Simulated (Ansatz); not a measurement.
Write the native input for Ansatz 0.2.0 that does the following.

```
Task                : electric field gradients
Functional          : PBE
Potentials or basis : all-electron PAW datasets made for the crystal
Cutoff              : 140 eV (chosen from the basis error)
k mesh              : 8 × 8 × 8
Occupations         : gaussian, width 0.05 eV
Spin                : no spin polarisation
```

The system is Sb.

```
CELL_PARAMETERS angstrom
3.14881 -0.03353 -0.02717
-0.03353 3.17433 0.01655
-0.02717 0.01655 3.15759
ATOMIC_POSITIONS crystal
Sb 0.00136 0.00109 0.99816
```

The cell isn't the ideal one: cell strained at random at fixed volume.

The input as run:

input.yaml

```yaml
crystal:
  lattice:
    - [3.148813, -0.033527, -0.027174]
    - [-0.033527, 3.174328, 0.016546]
    - [-0.027174, 0.016546, 3.157585]
  atoms:
    - { symbol: Sb, position: [0.001364, 0.001094, -0.001837] }
kpoints:
  mp_grid: { grid: [8, 8, 8] }
scf:
  occupations: { method: gaussian, width: 0.05 }
hamiltonian:
  xc: pbe
  pseudopotentials: { kind: all_electron, datasets: crystal }
output:
  forces: true
  stress: true
  eigenvalues: true
  efg: {}
```

Potentials or basis: all-electron PAW datasets made for the crystal.

Launch:

```bash
$ ansatz run input.yaml --threads 1 --pin off --max-ram 3072MiB --backend cpu --events-out ev --progress --plain --runs-dir out
```

It gave:

* Pressure: -2.3 GPa
* Band gap on the k mesh: none (metal or under the smearing width)

It took 6.7 s on 1 thread of Intel(R) Xeon(R) Processor @ 2.70GHz, on a shared host, peak memory 0.41 GiB.
